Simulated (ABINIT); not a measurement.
Runs of ABINIT 10.8.3 (patched build) on TiTe2. It takes space group P-3m1 (No. 164, trigonal). The conventional cell has a = 3.777 Å, b = 3.777 Å, c = 6.498 Å, α = 90.00°, β = 90.00°, γ = 120.00°. Around Te (site symmetry 3m) lie 3 Ti at 2.77 Å. Ti (site symmetry -3m) has 6 Te at 2.77 Å as nearest neighbours. 

| potentials or basis | cutoff (eV) | fine-grid cutoff | gap on the mesh (eV) | pressure (GPa) | largest force (eV/Å) |
| --- | --- | --- | --- | --- | --- |
| Ansatz NC PBE | 1143 | - | none | 0.9 | (a) |
| SPMS NC PBE v1.0 | 816 | - | none | 1.0 | 0.02 |
| SG15 NC PBE v1.2 | 816 | - | none | 1.0 | 0.03 |
| PseudoDojo NC SR PBE v0.4.1 standard | 1143 | - | none | 1.0 | 0.02 |
| JTH PAW PBE v2.0 | 408 | 816.342 eV | none | 1.1 | 0.03 |

Alike in all rows: task single point; level PBE; no spin polarisation; cell as given; k mesh 8 × 8 × 4; smearing fermi-dirac 0.05 eV.

Fill in the values left out.

(a) 0.01.

Caveats: this functional lacks dispersion, which binds the layers, so the pressure and a relaxed spacing across them are unreliable.

A k mesh can miss the band edges, and the runs leave out spin-orbit coupling on Te.

A gap of «none» marks a metal or a gap under the smearing width.

The runs don't all hold the same shells in valence.
